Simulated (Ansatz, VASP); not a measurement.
Two plane-wave programs on AlNi

INCAR

```
PREC = Accurate
ENCUT = 520
EDIFF = 1E-7
ISMEAR = -1
SIGMA = 0.05
LREAL = False
LASPH = True
NELM = 120
ALGO = Normal
ISIF = 2
LWAVE = False
LCHARG = False
ISPIN = 2
MAGMOM = 1 0
LORBIT = 11
LMAXMIX = 4
GGA = PE
NBANDS = 18
```

KPOINTS

```
Automatic mesh
0
Gamma
  9 9 9
```

POSCAR

```
AlNi
1.0
    2.8221875792      0.0000000000      0.0000000000
    0.0000000000      2.8221875792      0.0000000000
    0.0000000000      0.0000000000      2.8221875792
Ni Al
1 1
Direct
    0.5000000000      0.5000000000      0.5000000000
    0.0000000000      0.0000000000      0.0000000000
```

input.yaml

```yaml
crystal:
  lattice:
    - [2.8221875792, 0.0, 0.0]
    - [0.0, 2.8221875792, 0.0]
    - [0.0, 0.0, 2.8221875792]
  atoms:
    - { symbol: Ni, position: [0.5, 0.5, 0.5], spin: 1.0 }
    - { symbol: Al, position: [0.0, 0.0, 0.0] }
hamiltonian:
  xc: pbe
  pseudopotentials: { kind: paw }
magnetization:
  spin_polarized: true
kpoints:
  mp_grid: { grid: [9, 9, 9] }
scf:
  occupations: { method: fermi_dirac, width: 0.05 }
output:
  forces: true
  stress: true
  eigenvalues: true
```

Change from the starting cell: volume scaled by 0.94.

Alike in both runs: task single point; functional PBE; k mesh 9 × 9 × 9; occupations fermi-dirac, width 0.05 eV; collinear spin, ferromagnetic start.

|  | VASP | Ansatz |
| --- | --- | --- |
| version | VASP 6.6.1 | Ansatz 0.2.0 |
| potentials or method | VASP PAW PBE potentials, release 64 (Ni, Al) | Ansatz PAW |
| plane-wave cutoff (eV) | 520 | 420 |
| valence electrons in the cell | 13 | 21 |

```csv
,VASP,Ansatz,Ansatz less VASP
gap on the k mesh at the Fermi level (eV),none,none,-
pressure (GPa),13.8,13.8,+0.07
net moment per atom (μB),0.00,0.00,0.000
```

A gap of «none» marks a metal or a gap that the smearing closes. The two sets of potentials don't hold the same shells in valence.

Caveats: the starting moments weren't kept (Ansatz).
